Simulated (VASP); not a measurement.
CdO (Monteponite):

```
Cd O
1.0
     0.00000    2.35240    2.35240
     2.35240    0.00000    2.35240
     2.35240    2.35240    0.00000
Cd O
1 1
Cartesian
  0.0000 0.0000 0.0000
  2.3524 2.3524 2.3524
```

Base run:

```yaml
Program: VASP 6.6.1
Functional: HSE06
Potentials_or_basis: VASP PAW PBE potentials, release 64 (Cd, O)
Cutoff: 520 eV
k_mesh: 6 × 6 × 6
Occupations: gaussian, width 0.03 eV
Spin: no spin polarisation
```

Its results: pressure 1.7 GPa.

Q: The run is repeated on the same cell with these changes: functional from HSE06 to PBE. What comes out?

A: Pressure 7.1 GPa.

Caveats: some runs use coarse meshes; the PAW data sets were made with another functional, which shifts forces and pressure a little (some runs).
